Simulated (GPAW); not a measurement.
# AlN (F-43m) in GPAW: settings compared

The runs below take AlN through band structure, equation of state, with optPBE-vdW, LDA.

Program: GPAW 26.7.0. These are calculated values, not measurements. Logs are shortened: lines on timing, memory, paths and dates and some standing lists are left out, and cuts for length are marked. The log counts tension as positive stress, the text compression.

### Step 1. The crystal as given

Symmetry: F-43m, No. 216, cubic system. Conventional cell: a = 4.368 Å, b = 4.368 Å, c = 4.368 Å, α = 90.00°, β = 90.00°, γ = 90.00°. Al (site symmetry -43m) is surrounded by 4 N at 1.89 Å. Around N (site symmetry -43m) lie 4 Al at 1.89 Å.

Measurements of this composition are mostly on another form, of space group No. 186.

### Step 2. Band structure, optPBE-vdW

run.py reads:

```python
import spglib
from ase import Atoms
from ase.dft.bandgap import bandgap
from ase.io import read, write
from gpaw import GPAW, PW

atoms = read('AlN.cif')
cell, positions, numbers = spglib.find_primitive(
    (atoms.cell[:], atoms.get_scaled_positions(), atoms.numbers), symprec=1e-4)
atoms = Atoms(numbers, cell=cell, scaled_positions=positions, pbc=True)

calc = GPAW(mode=PW(800),
            xc={'name': 'optPBE-vdW', 'backend': 'libvdwxc'},
            kpts={'size': (10, 10, 10), 'gamma': True},
            occupations={'name': 'fermi-dirac', 'width': 0.05},
            nbands=11,
            convergence={'density': 1e-05, 'energy': 1e-05},
            maxiter=150,
            txt='gpaw.txt')
atoms.calc = calc
energy = atoms.get_potential_energy()
forces = atoms.get_forces()
calc.write('gs.gpw')
write('result.traj', atoms)
print(f'Energy: {energy:.6f} eV')
print('Forces (eV/A):')
print(forces.round(4))
print('Fermi level:', round(calc.get_fermi_level(), 4), 'eV')
print(f'Gap: {bandgap(calc)[0]:.4f} eV, direct: {bandgap(calc, direct=True)[0]:.4f} eV')

path = atoms.cell.bandpath('GXWKGLUWLK,UX', npoints=100, eps=1e-4)
bs_calc = calc.fixed_density(kpts=path, symmetry='off', nbands=19,
                             convergence={'bands': 'CBM+6.0', 'eigenstates': 1e-6}, txt='bands.txt')
bs = bs_calc.band_structure()
bs.write('bs.json')
print(f'Gap on the path: {bandgap(bs_calc)[0]:.4f} eV')
```

AlN.cif reads:

```cif
data_AlN
_cell_length_a 4.36798712
_cell_length_b 4.36798712
_cell_length_c 4.36798712
_cell_angle_alpha 90.00000000
_cell_angle_beta 90.00000000
_cell_angle_gamma 90.00000000
_space_group_name_H-M_alt 'F-43m'
_space_group_name_Hall 'F -4 2 3'
_space_group_IT_number 216
loop_
_space_group_symop_operation_xyz
'x,y,z'
'y,-x,-z'
'-x,-y,z'
'-y,x,-z'
'x,-y,-z'
'y,x,z'
'-x,y,-z'
'-y,-x,z'
'z,x,y'
'-z,y,-x'
'z,-x,-y'
'-z,-y,x'
'-z,x,-y'
'z,y,x'
'-z,-x,y'
'z,-y,-x'
'y,z,x'
'-x,-z,y'
'-y,z,-x'
'x,-z,-y'
'-y,-z,x'
'x,z,y'
'y,-z,-x'
'-x,z,-y'
'x,y+1/2,z+1/2'
'y,-x+1/2,-z+1/2'
'-x,-y+1/2,z+1/2'
'-y,x+1/2,-z+1/2'
'x,-y+1/2,-z+1/2'
'y,x+1/2,z+1/2'
'-x,y+1/2,-z+1/2'
'-y,-x+1/2,z+1/2'
'z,x+1/2,y+1/2'
'-z,y+1/2,-x+1/2'
'z,-x+1/2,-y+1/2'
'-z,-y+1/2,x+1/2'
'-z,x+1/2,-y+1/2'
'z,y+1/2,x+1/2'
'-z,-x+1/2,y+1/2'
'z,-y+1/2,-x+1/2'
'y,z+1/2,x+1/2'
'-x,-z+1/2,y+1/2'
'-y,z+1/2,-x+1/2'
'x,-z+1/2,-y+1/2'
'-y,-z+1/2,x+1/2'
'x,z+1/2,y+1/2'
'y,-z+1/2,-x+1/2'
'-x,z+1/2,-y+1/2'
'x+1/2,y,z+1/2'
'y+1/2,-x,-z+1/2'
'-x+1/2,-y,z+1/2'
'-y+1/2,x,-z+1/2'
'x+1/2,-y,-z+1/2'
'y+1/2,x,z+1/2'
'-x+1/2,y,-z+1/2'
'-y+1/2,-x,z+1/2'
'z+1/2,x,y+1/2'
'-z+1/2,y,-x+1/2'
'z+1/2,-x,-y+1/2'
'-z+1/2,-y,x+1/2'
'-z+1/2,x,-y+1/2'
'z+1/2,y,x+1/2'
'-z+1/2,-x,y+1/2'
'z+1/2,-y,-x+1/2'
'y+1/2,z,x+1/2'
'-x+1/2,-z,y+1/2'
'-y+1/2,z,-x+1/2'
'x+1/2,-z,-y+1/2'
'-y+1/2,-z,x+1/2'
'x+1/2,z,y+1/2'
'y+1/2,-z,-x+1/2'
'-x+1/2,z,-y+1/2'
'x+1/2,y+1/2,z'
'y+1/2,-x+1/2,-z'
'-x+1/2,-y+1/2,z'
'-y+1/2,x+1/2,-z'
'x+1/2,-y+1/2,-z'
'y+1/2,x+1/2,z'
'-x+1/2,y+1/2,-z'
'-y+1/2,-x+1/2,z'
'z+1/2,x+1/2,y'
'-z+1/2,y+1/2,-x'
'z+1/2,-x+1/2,-y'
'-z+1/2,-y+1/2,x'
'-z+1/2,x+1/2,-y'
'z+1/2,y+1/2,x'
'-z+1/2,-x+1/2,y'
'z+1/2,-y+1/2,-x'
'y+1/2,z+1/2,x'
'-x+1/2,-z+1/2,y'
'-y+1/2,z+1/2,-x'
'x+1/2,-z+1/2,-y'
'-y+1/2,-z+1/2,x'
'x+1/2,z+1/2,y'
'y+1/2,-z+1/2,-x'
'-x+1/2,z+1/2,-y'
loop_
_atom_site_label
_atom_site_type_symbol
_atom_site_symmetry_multiplicity
_atom_site_Wyckoff_symbol
_atom_site_fract_x
_atom_site_fract_y
_atom_site_fract_z
_atom_site_occupancy
Al1 Al 4 a 0.0000000000 0.0000000000 0.0000000000 1
N1 N 4 d 0.2500000000 0.2500000000 0.7500000000 1
```

Potentials or basis: GPAW PAW data sets (gpaw-data 1.2.1), pw.

On the command line:

```sh
> OMP_NUM_THREADS=1 python run.py
```

gpaw.txt:

```text
__  _  _
 | _ |_)|_||  |
 |__||  | ||/\| - 26.7.0

Input parameters:
  mode=PW(ecut=800.0),
  convergence={'density': 1e-05, 'energy': 1e-05},
  kpts=MonkhorstPack(size=(10, 10, 10), gamma=True),
  maxiter=150,
  nbands=11,
  occupations=Occupations(name='fermi-dirac', width=0.05),
  xc=XC(name='optPBE-vdW', backend='libvdwxc')

Diagonalizing LCAO Hamiltonian
Converting LCAO to pw mode

                 N

       Al

Atoms  # Å, Bohr magnetons
|   | symbol |        x |        y |        z |    initial magnetic moments |
|---|--------|----------|----------|----------|-----------------------------|
| 0 |     Al | 0.000000 | 0.000000 | 0.000000 | ( 0.0000,  0.0000,  0.0000) |
| 1 |      N | 3.275990 | 3.275990 | 3.275990 | ( 0.0000,  0.0000,  0.0000) |

Unit cell  # Å
| periodic |        x |        y |        z |  lengths |    angles |
|----------|----------|----------|----------|----------|-----------|
|      yes | 0.000000 | 2.183994 | 2.183994 | 3.088633 | 60.000000 |
|      yes | 2.183994 | 0.000000 | 2.183994 | 3.088633 | 60.000000 |
|      yes | 2.183994 | 2.183994 | 0.000000 | 3.088633 | 60.000000 |

Number of symmetries: 24
Symmetry operations  # r_c * U_cc + t_c -> r_c
|    | kind |            matrix            |
|----|------|------------------------------|
|  0 |  E   |  1, 0, 0,  0, 1, 0,  0, 0, 1 |
|  1 |  σ   |  1, 0, 0,  0, 0, 1,  0, 1, 0 |
|  2 |  σ   |  1, 0,-1,  0, 1,-1,  0, 0,-1 |
|  3 |  C3  |  1, 0,-1,  0, 0,-1,  0, 1,-1 |
|  4 |  C3  |  1,-1, 0,  0,-1, 1,  0,-1, 0 |
|  5 |  σ   |  1,-1, 0,  0,-1, 0,  0,-1, 1 |
|  6 |  σ   |  0, 1, 0,  1, 0, 0,  0, 0, 1 |
|  7 |  C3  |  0, 1, 0,  0, 0, 1,  1, 0, 0 |
|  8 |  C2  |  0, 1,-1,  1, 0,-1,  0, 0,-1 |
|  9 |  S4  |  0, 1,-1,  0, 0,-1,  1, 0,-1 |
| 10 |  C3  |  0, 0, 1,  1, 0, 0,  0, 1, 0 |
| 11 |  σ   |  0, 0, 1,  0, 1, 0,  1, 0, 0 |
| 12 |  S4  |  0, 0,-1,  1, 0,-1,  0, 1,-1 |
| 13 |  C3  |  0, 0,-1,  0, 1,-1,  1, 0,-1 |
| 14 |  S4  |  0,-1, 1,  1,-1, 0,  0,-1, 0 |
| 15 |  C2  |  0,-1, 1,  0,-1, 0,  1,-1, 0 |
| 16 |  C3  |  0,-1, 0,  1,-1, 0,  0,-1, 1 |
| 17 |  S4  |  0,-1, 0,  0,-1, 1,  1,-1, 0 |
| 18 |  S4  | -1, 1, 0, -1, 0, 1, -1, 0, 0 |
| 19 |  C3  | -1, 1, 0, -1, 0, 0, -1, 0, 1 |
| 20 |  C3  | -1, 0, 1, -1, 1, 0, -1, 0, 0 |
| 21 |  S4  | -1, 0, 1, -1, 0, 0, -1, 1, 0 |
| 22 |  σ   | -1, 0, 0, -1, 1, 0, -1, 0, 1 |
| 23 |  C2  | -1, 0, 0, -1, 0, 1, -1, 1, 0 |

BZ-sampling:
  Number of BZ points: 1000
  Number of IBZ points: 47

  Monkhorst-Pack size: [10, 10, 10]
  Monkhorst-Pack shift: [0.05, 0.05, 0.05]

K-points  # in reciprocal-cell coordinates
|     |                                coordinates |     weight |
|-----|--------------------------------------------|------------|
|   0 | (  0.00000000,   0.00000000,   0.00000000) | 0.00100000 |
|   1 | (  0.10000000,   0.10000000,   0.00000000) | 0.00600000 |
|   2 | (  0.10000000,   0.10000000,   0.10000000) | 0.00800000 |
|   3 | (  0.20000000,   0.10000000,   0.10000000) | 0.01200000 |
|   4 | (  0.20000000,   0.20000000,   0.00000000) | 0.00600000 |
|   5 | (  0.20000000,   0.20000000,   0.10000000) | 0.02400000 |
|   6 | (  0.20000000,   0.20000000,   0.20000000) | 0.00800000 |
|   7 | (  0.30000000,   0.20000000,   0.10000000) | 0.02400000 |
|   8 | (  0.30000000,   0.20000000,   0.20000000) | 0.02400000 |
|   9 | (  0.30000000,   0.30000000,   0.00000000) | 0.00600000 |
| ... |                                            |            |
|  46 | (  0.50000000,   0.50000000,   0.50000000) | 0.00400000 |

Plane wave coefficients: 1090
Cutoff: 800.0 eV

Spin-components: 1 (collinear spins)
Bands:           11
Projectors:      10
Spin-degeneracy: 2
Datatype:        complex128

Parallelization:
  kpt:    1
  domain: 1
  band:   1

Density:
  Valence electrons: 8.0
  Components: 1
  Grid points: [21 21 21]
  Charge: 0.0  # |e|

Potential:
  Grid points: [21 21 21]

species:
  Al:
    name:    Aluminium
    Z:       13.0
    valence: 3
    core:    10
    charge:  0.0  # [|e|]
    compensation charges:
      type: gauss
      rc: 0.34  # [Å]
      lmax: 2
    cutoffs:
      filter: 1.91  # [Å]
      core: 2.36  # [Å]
    projectors
    | kind |    occ | energy [eV] | rcut [Å] |
    |------|--------|-------------|----------|
    |   3s |  2.000 |      -7.753 |    1.085 |
    |   3p |  1.000 |      -2.712 |    1.085 |
    |    s |        |      19.459 |    1.085 |
    |    p |        |      24.499 |    1.085 |
    |    d |        |       0.000 |    1.085 |

    Using partial waves for Al as LCAO basis

  N:
    name:    Nitrogen
    Z:       7.0
    valence: 5
    core:    2
    charge:  0.0  # [|e|]
    compensation charges:
      type: gauss
      rc: 0.18  # [Å]
      lmax: 2
    cutoffs:
      filter: 1.11  # [Å]
      core: 0.96  # [Å]
    projectors
    | kind |    occ | energy [eV] | rcut [Å] |
    |------|--------|-------------|----------|
    |   2s |  2.000 |     -18.583 |    0.603 |
    |   2p |  3.000 |      -7.089 |    0.529 |
    |    s |        |       8.629 |    0.603 |
    |    p |        |      20.123 |    0.529 |
    |    d |        |       0.000 |    0.577 |

    Using partial waves for N as LCAO basis

Reference energy: -8085.144769  # eV

eigensolver:
  PPCG
  Converge bands: occupied
  niter=2

density mixing:
  MSR1-Mixer
  Pratt-step length: 0.05
  Maximum mixing coefficient: 0.75
  Old densities: 10
  SVD Regularization: 0.005
  Good broyden scale: 1.0
  Trust region scale: 1.0
  Backstep threshold: 4.0
  History deletion threshold: 6.0
  Fourier metric: weight=20.0, sigma=0.015

occupation numbers:
  Fermi-Dirac:
    width: 0.0500  # eV

poisson solver:
  ecut: 6400.0  # eV

xc functional:
  name: vdW-optPBE with libvdwxc
  Mode: serial
  Semilocal: GGA_X_OPTPBE_VDW+LDA_C_PW with 2 nearest neighbor stencil
  Corresponding non-local functional: vdW-DF
  Local blocksize: 42 x 42 x 42
  PAW datasets: PBE

convergence criteria:
- Maximum integral of absolute [dens]ity change: 1e-05 electrons / valence electron
- Maximum [total energy] change in last 3 cyles: 1e-05 eV / valence electron
- Maximum integral of absolute [eigenst]ate change: 4e-08 eV^2 / valence electron
maximum number of iterations: 150

SCF iterations
|iter     | |      energy | eigst |  dens |
|---------|-|-------------|-------|-------|
|iter:   1| |  -27.969297 | -0.28 |       |
|iter:   2| |  -27.378897 | -2.18 | -0.53 |
|iter:   3| |  -25.686028 | -0.85 | -0.59 |
|iter:   4| |  -25.698373 | -3.16 | -1.23 |
|iter:   5| |  -25.705982 | -3.54 | -1.52 |
|iter:   6| |  -25.706077 | -5.28 | -2.71 |
|iter:   7| |  -25.706101 | -6.00 | -3.07 |
|iter:   8| |  -25.706101c| -8.19c| -4.36 |
|iter:   9| |  -25.706101c| -8.48c| -4.77 |
|iter:  10| |  -25.706101c| -9.20c| -5.74c|

Converged in 10 steps
Energy contributions relative to reference atoms: (reference = -8085.144769)

Energy contributions:
  Kinetic:          19.544134
  Coulomb:         -16.802581
  Zero:              0.074415
  External:          0.000000
  Xc:              -28.522069
  Entropy:          -0.000000
  Spinorbit:         0.000000
  ----------------------------
  Free energy:     -25.706101
  Extrapolated:    -25.706101

dipole moment: (-6.313328, -6.313328, -6.313328)  # |e|*Ang

Fermi level: 6.939
Eigenvalues  # (at kpt = [0.000, 0.000, 0.000])
| band index |      eig [eV] | occ [0-2] |
|------------|---------------|-----------|
|          0 |        -8.932 |     2.000 |
|          1 |         5.974 |     2.000 |
|          2 |         5.974 |     2.000 |
|          3 |         5.974 |     2.000 |
|          4 |        10.398 |     0.000 |
|          5 |        18.651 |     0.000 |
|          6 |        18.651 |     0.000 |
|          7 |        18.651 |     0.000 |
|          8 |        23.768 |     0.000 |
|          9 |        23.775 |     0.000 |
|         10 |        25.270 |     0.000 |

Gap: 3.516 eV
Transition (v -> c):
  (s=0, k=0, n=3, [0.00, 0.00, 0.00]) -> (s=0, k=41, n=4, [0.50, 0.50, 0.00])
Direct/indirect transitions are different
Direct gap: 4.424 eV
Transition at: (s=0, k=0, n=3, [0.00, 0.00, 0.00])

Forces  # eV/Ang
|       x |        y |        z |
|---------|----------|----------|
| 0.00000 | -0.00000 |  0.00000 |  # Al   0
| 0.00000 |  0.00000 | -0.00000 |  # N    1

# Writing to gs.gpw (mode='')
```

It took 24 s on 1 thread of Intel Xeon Platinum 8488C (Sapphire Rapids), shared host; peak memory 0.24 GiB.

What came out:

* Free energy: -25.7061 eV
* Band gap on the k mesh: 3.52 eV, indirect (least direct gap 4.42 eV)
* Band gap along the path: 3.52 eV, indirect (least direct gap 4.42 eV)

Levels at the corners of the path, in eV from the valence-band top:
```
point  band 1  band 2  band 3  band 4  band 5  band 6
    Γ  -14.91    0.00    0.00    0.00    4.42   12.68
    X  -12.24   -4.84   -1.75   -1.75    3.52    8.79
    W  -12.19   -3.73   -3.38   -2.64    6.20   11.60
    K  -12.26   -4.20   -3.57   -1.35    5.34   10.26
    Γ  -14.91    0.00    0.00    0.00    4.42   12.68
    L  -12.87   -5.77   -0.47   -0.47    7.56   10.04
    U  -12.26   -4.20   -3.57   -1.35    5.34   10.26
    W  -12.19   -3.73   -3.38   -2.64    6.20   11.60
    L  -12.87   -5.77   -0.47   -0.47    7.56   10.04
    K  -12.26   -4.20   -3.57   -1.35    5.34   10.26
    U  -12.26   -4.20   -3.57   -1.35    5.34   10.26
    X  -12.24   -4.84   -1.75   -1.75    3.52    8.79
```

Caveat: the PAW data sets were made with another functional, which shifts forces and pressure a little.

(Part 1 of 2 ends here.)
